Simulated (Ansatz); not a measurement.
BP:

```
P B
1.0
     0.00000    2.26900    2.26900
     2.26900    0.00000    2.26900
     2.26900    2.26900    0.00000
P B
1 1
Direct
  0.75000 0.75000 0.75000
  0.00000 0.00000 0.00000
```

- Program: Ansatz 0.2.0
- Task: relaxation of cell and atoms
- Functional: HSEsol
- Potentials or basis: Ansatz PAW
- Cutoff: 420 eV (not typed: the program's choice for these potentials)
- k mesh: 5 × 5 × 5
- Occupations: fermi-dirac, width 0.05 eV
- Spin: no spin polarisation

At the start: volume 11.68 Å³/atom.

**Question.** How do energy, volume and symmetry change on relaxing?

**Answer.** It ends after 4 steps and the volume is 11.46 Å³/atom (-1.9 %); space group F-43m (No. 216, to 0.05 Å).

The path:
| step | energy change (eV) | largest force (eV/Å) | volume (Å³) |
| --- | --- | --- | --- |
| 1 | 0.0000 | 0.0000 | 23.36 |
| 2 | -0.0039 | 0.0000 | 23.11 |
| 3 | -0.0049 | 0.0000 | 22.92 |
| 4 | -0.0046 | 0.0000 | 22.92 |

Final structure:
```cif
data_structure
_symmetry_space_group_name_H-M 'P 1'
_symmetry_Int_Tables_number 1
_cell_length_a 3.1886
_cell_length_b 3.1886
_cell_length_c 3.1886
_cell_angle_alpha 60.000
_cell_angle_beta 60.000
_cell_angle_gamma 60.000
_cell_volume 22.92
loop_
_atom_site_label
_atom_site_type_symbol
_atom_site_fract_x
_atom_site_fract_y
_atom_site_fract_z
_atom_site_occupancy
P1 P 0.75000 0.75000 0.75000 1
B1 B 0.00000 0.00000 0.00000 1
```

Caveat: the k mesh is coarse (spacing up to 0.48 Å⁻¹), so the values aren't converged, least of all with exact exchange; the plane-wave basis is chosen anew once the cell has moved, so the energies of steps on either side of that aren't comparable; the PAW data sets come from PBE, with cores solved anew for the run's functional, which leaves a small shift of forces and pressure.
